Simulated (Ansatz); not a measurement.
NiO:

```
CELL_PARAMETERS angstrom
0.00000 2.08590 2.08590
2.08590 0.00000 2.08590
2.08590 2.08590 0.00000
ATOMIC_POSITIONS crystal
Ni 0.00000 0.00000 0.00000
O 0.50000 0.50000 0.50000
```

```yaml
Program: Ansatz 0.2.0
Task: relaxation of cell and atoms
Functional: PBEsol
Dispersion: D4
Potentials_or_basis: Ansatz PAW
Cutoff: "420 eV (not typed: the program's choice for these potentials)"
k_mesh: 11 × 11 × 11
Occupations: fermi-dirac, width 0.05 eV
Spin: collinear spin, ferromagnetic start
Starting_moments: "[1.0, 0.0] μB"
```

At the start: volume 9.08 Å³/atom.

Q: How do energy, volume and symmetry change on relaxing?

A: It ends after 8 steps and the volume is 8.63 Å³/atom (-4.9 %); space group Fm-3m (No. 225, to 0.05 Å); moment 1.25 μB per cell.

Step by step:
```
step  energy change (eV)  largest force (eV/Å)  volume (Å³)
   1              0.0000                0.0000        18.15
   2             -0.0229                0.0000        17.72
   3             -0.0331                0.0000        17.21
   4             -0.0330                0.0000        17.29
   5             -0.0330                0.0000        17.28
   6             -0.0296                0.0000        17.28
   7             -0.0297                0.0000        17.26
   8             -0.0296                0.0000        17.26
```

Final structure:
```
Ni O
1.0
     0.00000    2.05118    2.05118
     2.05118    0.00000    2.05118
     2.05118    2.05118    0.00000
Ni O
1 1
Direct
  0.00000 0.00000 0.00000
  0.50000 0.50000 0.50000
```

Caveat: the plane-wave basis is chosen anew once the cell has moved, so the energies of steps on either side of that aren't comparable; the pressure holds a Pulay correction of +0.8 GPa for the finite cutoff; a cell with one magnetic atom can't hold antiferromagnetic order, which such compounds often take; the PAW data sets come from PBE, with cores solved anew for the run's functional, which leaves a small shift of forces and pressure.
